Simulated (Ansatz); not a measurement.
The system is TiTe2.

```xyz
3
Lattice="3.7770 0.0000 0.0000 -1.8885 3.2710 0.0000 0.0000 0.0000 6.4980" Properties=species:S:1:pos:R:3 pbc="T T T"
Te    0.0000    2.1807    4.7903
Te    1.8885    1.0903    1.7077
Ti    0.0000    0.0000    0.0000
```

- Program: Ansatz 0.2.0
- Task: relaxation of cell and atoms
- Functional: revPBE
- Potentials or basis: Ansatz PAW
- Cutoff: 420 eV (not typed: the program's choice for these potentials)
- k mesh: 8 × 8 × 4
- Occupations: fermi-dirac, width 0.05 eV
- Spin: no spin polarisation

At the start: volume 26.76 Å³/atom.

Task: Where does the relaxation end?

Result: It ends after 26 steps and the volume is 40.80 Å³/atom (+52.5 %); space group P-3m1 (No. 164, to 0.05 Å).

The path:
| step | energy change (eV) | largest force (eV/Å) | volume (Å³) |
| --- | --- | --- | --- |
| 1 | 0.0000 | 0.0714 | 80.28 |
| 2 | -0.0379 | 0.1083 | 88.99 |
| 3 | -0.0503 | 0.0908 | 88.59 |
| 4 | -0.0581 | 0.0222 | 89.22 |
| 5 | -0.0676 | 0.0188 | 91.72 |
| 6 | -0.0687 | 0.0064 | 93.04 |
| 7 | -0.0688 | 0.0018 | 93.37 |
| 8 | -0.0784 | 0.0017 | 93.37 |
| 9 | -0.0868 | 0.0012 | 96.15 |
| 10 | -0.0953 | 0.0257 | 100.08 |
| 11 | -0.0995 | 0.0053 | 103.90 |
| 12 | -0.0990 | 0.0083 | 105.74 |
| 13 | -0.0995 | 0.0019 | 104.77 |
| 14 | -0.1041 | 0.0022 | 104.77 |
| 15 | -0.1062 | 0.0236 | 106.64 |
| 16 | -0.1083 | 0.0782 | 110.60 |
| 17 | -0.1096 | 0.0378 | 114.42 |
| 18 | -0.1097 | 0.0195 | 114.20 |
| 19 | -0.1097 | 0.0004 | 114.47 |
| 20 | -0.1115 | 0.0003 | 114.47 |
| 21 | -0.1118 | 0.0022 | 116.18 |
| 22 | -0.1120 | 0.0225 | 120.11 |
| 23 | -0.1118 | 0.0143 | 122.34 |
| 24 | -0.1119 | 0.0072 | 122.17 |
| 25 | -0.1118 | 0.0001 | 122.40 |
| 26 | -0.1128 | 0.0002 | 122.40 |

Final structure:
```
CELL_PARAMETERS angstrom
3.79448 0.00000 0.00000
-1.89724 3.28612 0.00000
0.00000 0.00000 9.81629
ATOMIC_POSITIONS crystal
Te 0.33333 0.66667 0.82247
Te 0.66667 0.33333 0.17753
Ti 0.00000 0.00000 0.00000
```

Caveat: the volume moved by over 15 % at a fixed basis, so the end points are rough; the plane-wave basis is chosen anew once the cell has moved, so the energies of steps on either side of that aren't comparable; this functional lacks dispersion, which binds the layers, so the pressure and a relaxed spacing across them are unreliable, and here the layers came unbound; the volume moved by +52 % from the deposited cell, more than functionals usually miss; the PAW data sets come from PBE, with cores solved anew for the run's functional, which leaves a small shift of forces and pressure.
